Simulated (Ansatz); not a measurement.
# Li2O: the cost of one run

Method: DFT PBEsol, scalar-relativistic, plane waves, PAW, in Ansatz 0.2.0.

1 further run of the same task is left out (set aside as unsound or not needed).

## 1. Starting point

It takes space group Fm-3m (No. 225, cubic). Conventional cell: a = 4.580 Å, b = 4.580 Å, c = 4.580 Å, α = 90.00°, β = 90.00°, γ = 90.00°. Li (site symmetry -43m) has 4 O at 1.98 Å as nearest neighbours. O (site symmetry m-3m) has 8 Li at 1.98 Å as nearest neighbours.

Coordinates:

```xyz
3
Lattice="0.0000 2.2899 2.2899 2.2899 0.0000 2.2899 2.2899 2.2899 0.0000" Properties=species:S:1:pos:R:3 pbc="T T T"
Li    1.1450    1.1450    1.1450
Li    3.4349    3.4349    3.4349
O     0.0000    0.0000    0.0000
```

This cell was relaxed beforehand with the same method: volume 8.01 Å³/atom, gap on the mesh 4.88 eV.

## 2. Relaxing at 5 GPa

What is minimised here is the enthalpy; the energy can go up as the cell is squeezed.

input.yaml reads:

```yaml
crystal:
  lattice:
    - [0.0, 2.2899256073, 2.2899256073]
    - [2.2899256073, 0.0, 2.2899256073]
    - [2.2899256073, 2.2899256073, 0.0]
  atoms:
    - { symbol: Li, position: [0.25, 0.25, 0.25] }
    - { symbol: Li, position: [0.75, 0.75, 0.75] }
    - { symbol: O, position: [0.0, 0.0, 0.0] }
basis:
  ecutwfc: 420
kpoints:
  mp_grid: { grid: [8, 8, 8] }
hamiltonian:
  xc: pbesol
scf:
  occupations: { method: fixed }
output:
  forces: true
  stress: true
  eigenvalues: true
relax:
  adjacent_minimum: "off"
  f_tol: 0.001
  max_steps: 60
  cell: { stress_tol: 0.02, p_target: 5.0 }
```

On the command line:

```
> ansatz run input.yaml --threads 1 --pin off --max-ram 2560MiB --backend cpu --events-out ev --progress --plain --runs-dir out
```

What time and memory should one allow on 1 thread of Arm Neoverse N1, shared host?

About 7.3 s, with a peak of 0.26 GiB.
